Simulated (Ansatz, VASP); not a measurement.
One calculation of CdS (Greenockite), two programs

```
CELL_PARAMETERS angstrom
3.94473 0.00000 0.00000
-1.97236 3.41624 0.00000
0.00000 0.00000 6.40873
ATOMIC_POSITIONS crystal
Cd 0.33333 0.66667 0.99916
Cd 0.66667 0.33333 0.49916
S 0.33333 0.66667 0.37584
S 0.66667 0.33333 0.87584
```

Change from the starting cell: hydrostatic strain -5.3%.

Alike in both runs: task single point; functional PBE; k mesh 12 × 12 × 4; occupations fermi-dirac, width 0.02 eV; no spin polarisation.

|  | VASP | Ansatz |
| --- | --- | --- |
| version | VASP 6.6.1 | Ansatz 0.2.0 |
| potentials or method | VASP PAW PBE potentials, release 64 (Cd, S) | plane waves, PAW |
| plane-wave cutoff (eV) | 520 | 420 |
| valence electrons in the cell | 36 | 52 |

```tsv
	VASP	Ansatz	Ansatz less VASP
gap on the k mesh at the Fermi level (eV)	1.54	1.53	-0.014
pressure (GPa)	15.9	15.3	-0.66
largest component of the traceless stress (GPa)	0.16	0.15	-0.007
```

The functional is the same, so the differences come from potentials, cutoffs and numerics. The two sets of potentials don't hold the same shells in valence.

Caveats: so large a pressure means that the cell lies far from this level's equilibrium, or that cutoff or potentials fall short (VASP). A k mesh can miss the band edges.
